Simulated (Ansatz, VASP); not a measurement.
# Ba in VASP and in Ansatz

```xyz
1
Lattice="4.0086 -0.0784 -0.0784 -0.0784 4.0086 0.0784 -0.0784 0.0784 4.0086" Properties=species:S:1:pos:R:3 pbc="T T T"
Ba    0.0000    0.0000    0.0000
```

Alike in both runs: task single point; functional PBE; k mesh 9 × 9 × 9; occupations gaussian, width 0.1 eV; no spin polarisation.

```csv
,VASP,Ansatz
version,VASP 6.6.1,Ansatz 0.2.0
potentials or method,"VASP PAW PBE potentials, release 64 (Ba_sv)","scalar-relativistic, plane waves, PAW"
plane-wave cutoff (eV),520,420
valence electrons in the cell,10,10
```

```csv
,VASP,Ansatz,Ansatz less VASP
gap on the k mesh at the Fermi level (eV),0.18,0.18,-0.001
least direct gap on the mesh (eV),0.18,0.18,-0.001
pressure (GPa),-0.2,-0.3,-0.10
largest component of the traceless stress (GPa),0.20,0.20,-0.004
```

With one functional, cell and mesh, what is left measures potentials, basis and numerics.

Caveats: spin-orbit coupling is left out, which moves the levels of the heavy elements; an odd mesh through Γ misses points on the zone boundary, where band edges often lie.
